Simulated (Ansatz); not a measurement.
LiBr (rocksalt), relaxed with r2SCAN: it is cubic, Fm-3m (No. 225); a = 5.479 Å in the conventional setting, 20.56 Å³ an atom. Around Li lie 6 Br at 2.74 Å; around Br lie 6 Li at 2.74 Å. One-shot G0W0@PBE in Ansatz 0.2.0 on a 4×4×4 mesh (contour deformation, no spin-orbit coupling), from a PBE gap of 4.988 eV over the mesh points (the G0W0 gap is direct on the mesh); the number N of bands summed and the screening cutoff rise together. (Simulation; spin polarisation is off.)

```
  N  cutoff (eV)  1000/N  G0W0 gap (eV)
 71           80  14.085          6.994
159          140   6.289          7.193
```

Problem. Lay a straight line in 1000/N through these rows.

Solution. The slope is -0.0255 eV per unit of 1000/N and the intercept 7.354 eV.

Problem. Predict the gap at N = 289 (210 eV).

Solution. 7.354 + (-0.0255) × 3.460 = 7.266 eV; the run gives 7.279 eV, +0.013 eV from the line.

Problem. With that run's result added, what limit do the last two rows suggest?

Solution. Their slope is (7.279 − 7.193)/(3.460 − 6.289) = -0.0304, which meets 1/N = 0 at 7.38 eV, against 7.354 eV from the first line. The slope steepens, so 1/N isn't yet asymptotic and the true limit probably lies higher still; the k mesh isn't extrapolated.

Spin-orbit coupling is left out.
